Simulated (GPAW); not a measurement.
Runs of GPAW 26.7.0 on Pb. It takes space group Fd-3m (No. 227, cubic). The conventional cell has a = 6.878 Å, b = 6.878 Å, c = 6.878 Å, α = 90.00°, β = 90.00°, γ = 90.00°. Pb (site symmetry -43m) is surrounded by 4 Pb at 2.98 Å. This isn't the form of Pb at room conditions, which is fcc.

```csv
level,gap on the mesh (eV),pressure (GPa),relaxed volume (Å³/atom)
PBEsol,none,0.0,40.85
PBEsol+D4,none,0.0,(b)
PBEsol+D3(BJ)+ATM,none,0.0,39.33
PBEsol+D3(BJ),none,0.1,(a)
PBEsol+D3,none,0.0,39.83
```

Alike in all rows: task relaxation of cell and atoms; potentials or basis PAW data sets generated in the run's folder for this functional, pw; no spin polarisation; cell relaxed; k mesh 7 × 7 × 7; cutoff (eV) 600; smearing fermi-dirac 0.05 eV.

Question: Fill in the values left out.

Answer: (a) 39.20; (b) 39.94.

Caveats: later steps reuse the first step's grids; pairwise dispersion overbinds metals, which lowers pressure and volume (some runs).

A k mesh can miss the band edges, and the runs leave out spin-orbit coupling on Pb.

A gap of «none» marks a metal or a gap under the smearing width.
